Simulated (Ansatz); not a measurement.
**Ru: do energies and stresses tell the same story?**

Level of theory: DFT PBEsol, scalar-relativistic, plane waves, PAW in Ansatz.

Settings: cutoff 420 eV, Γ-centred mesh 18×18×10 on the computed 2-atom cell, Gaussian smearing of 0.10 eV; no spin polarisation.

Relaxed cell: P6_3/mmc, a = 2.690 Å, b = 2.690 Å, c = 4.252 Å, α = 90.00°, β = 90.00°, γ = 120.00°, 2 atoms in the primitive cell.

Energies at zero smearing and pressures from the stress tensor, at volumes with shape and atoms relaxed:
```csv
V (Å³/atom),E − E(first) (meV/atom),P (GPa)
11.720,0.00,60.03
12.119,-125.10,40.94
12.519,-206.49,24.88
12.918,-251.09,11.37
13.318,-264.76,0.01
13.717,-252.43,-9.53
14.117,-218.27,-17.54
14.650,-144.84,-26.20
```

Check P = −dE/dV between neighbouring volumes, and get the bulk modulus from the pressures alone.

With 1 eV/Å³ = 160.2 GPa:
```csv
middle V (Å³/atom),−ΔE/ΔV (GPa),mean P (GPa)
11.920,50.167,50.484
12.319,32.636,32.909
12.719,17.886,18.124
13.118,5.481,5.688
13.518,-4.945,-4.763
13.917,-13.696,-13.535
14.383,-22.084,-21.868
```

The two differ by 0.32 GPa at most. The mean of two end pressures misses the average over a step by about ΔV² P″/12, up to 0.27 GPa here; with that taken off 0.05 GPa remains. The stress is the derivative of the free energy, not of the energy at zero smearing, and with free energies 0.00 GPa remains. Around V = 13.318 Å³/atom, the two neighbours give B = −V ΔP/ΔV = 13.318 × 20.90 / 0.799 = 348.4 GPa, against B0 = 346.2 GPa from the Birch–Murnaghan fit of the energies.